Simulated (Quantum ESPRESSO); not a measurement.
Runs of Quantum ESPRESSO 7.5 on WS2. It takes space group R3m (No. 160, trigonal). Conventional cell: a = 3.158 Å, b = 3.158 Å, c = 18.490 Å, α = 90.00°, β = 90.00°, γ = 120.00°. Around W (site symmetry 3m) lie 6 S at 2.39 to 2.42 Å. Around S (site symmetry 3m) lie 3 W at 2.42 Å. S (site symmetry 3m) has 3 W at 2.39 Å as nearest neighbours. Measurements of this composition are mostly on another form, of space group No. 194.

```tsv
level	potentials or basis	k mesh	cutoff (eV)	form of the LDA	mesh quality	gap on the mesh (eV)
PBEsol	PseudoDojo 0.4.1 SR PBEsol standard	4 × 4 × 4	1007	-	coarse	1.32
LDA	PseudoDojo 0.4.1 SR LDA standard	4 × 4 × 4	952	PW92	coarse	1.30
PBEsol	PseudoDojo 0.4.1 SR PBEsol standard	10 × 10 × 10	1007	-	not flagged	(a)
PBEsol	PseudoDojo 0.4.1 SR PBEsol standard	8 × 8 × 8	1007	-	not flagged	1.12
```

Alike in all rows: task single point; no spin polarisation; cell as given; smearing fixed.

Task: Estimate the missing entries.

Result: (a) 1.02.

Caveats: some runs use coarse meshes; spin-orbit coupling is left out, which moves the levels of the heavy elements.

A k mesh can miss the band edges, and the runs leave out spin-orbit coupling on W.

Not every run made on this cell is shown here.
